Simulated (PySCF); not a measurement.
## Identify the compound

Molecular formula: CH4N2O. Simulated spectra:

¹H NMR (400 MHz, computed): δ 3.66 (br s, 4H).

¹³C{¹H} NMR (computed): δ 162.7 (C).

No relativistic terms, rapidly exchanging positions averaged, single conformer, gas phase. NMR shieldings at B97-2/pcSseg-2/GIAO; structure optimised with PBE0-D3(BJ)/def2-TZVP; PySCF 2.14.0 with density-fitted response routines.

Chemical shifts δ = σref − σ; ¹H and ¹³C vs TMS, all at this level.

Deduce the structure.

Results:


Rings plus π bonds: 1 (no ring in the answer). Carbon types of the structure: 1 × C, leaving 4 H on heteroatoms. δC 162.7: urea carbonyl carbon; lone-pair donation from the attached heteroatom keeps it upfield of a ketone carbonyl. δH 3.66: hydrogen on an amide-type nitrogen; exchangeable; this is the value without hydrogen bonding to other molecules.

These data were computed for `InChI=1S/CH4N2O/c2-1(3)4/h(H4,2,3,4)`.

The OH or NH signal is concentration- and solvent-dependent in practice; the value given is the gas-phase one. Shifts are as computed. Against solution values, carbons near 30 ppm lie about +3 ppm off and those near 130 ppm about +7 ppm. Of 1211 compounds with measured shifts, 218 miss one by over three times the rms of a fit or turn the order of signals round; such compounds aren't used in these exercises. The C=O carbon of an acid or of an amide with N–H lies up to 10 ppm further downfield in solution, through hydrogen bonding that the calculation lacks.
